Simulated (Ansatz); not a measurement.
## MnO in Ansatz: the effect of functional

Crystal: MnO.

```
Mn O
1.0
     2.99097   -1.72835    0.00000
     2.99097    1.72835    0.00000
    -1.99777    0.00000    2.82892
Mn O
1 1
Direct
  0.50020 0.50020 0.50067
  0.74980 0.74980 0.24934
```

The cell comes from a database or a generator and needn't be the stable form of this composition.

The cell isn't the ideal one: volume scaled by 1.02.

Alike in all runs:

- Program: Ansatz 0.2.0
- Task: single point
- Potentials or basis: Ansatz PAW
- k mesh: 9 × 9 × 9
- Occupations: fermi-dirac, width 0.05 eV
- Spin: collinear spin, ferromagnetic start
- Starting moments: [4.0, 0.0] μB

| functional | cutoff | pressure (GPa) | moment (μB) |
| --- | --- | --- | --- |
| LDA | 420 eV (not typed: the program's choice for these potentials) | -14.3 | 4.99 |
| PBEsol | 420 eV (not typed: the program's choice for these potentials) | -10.1 | 5.00 |
| r2SCAN | 500 eV (not typed: the program's choice for these potentials) | ? | ? |

**Question.** What does the run with functional r2SCAN give?

**Answer.** Pressure -8.2 GPa; moment 5.00 μB.

Caveats: a cell with one magnetic atom can't hold antiferromagnetic order, which such compounds often take; the PAW data sets come from PBE, with cores solved anew for the run's functional, which leaves a small shift of forces and pressure; the magnetic or orbital state may not be the lowest (some runs).

Runs at the PBE level aren't shown here.
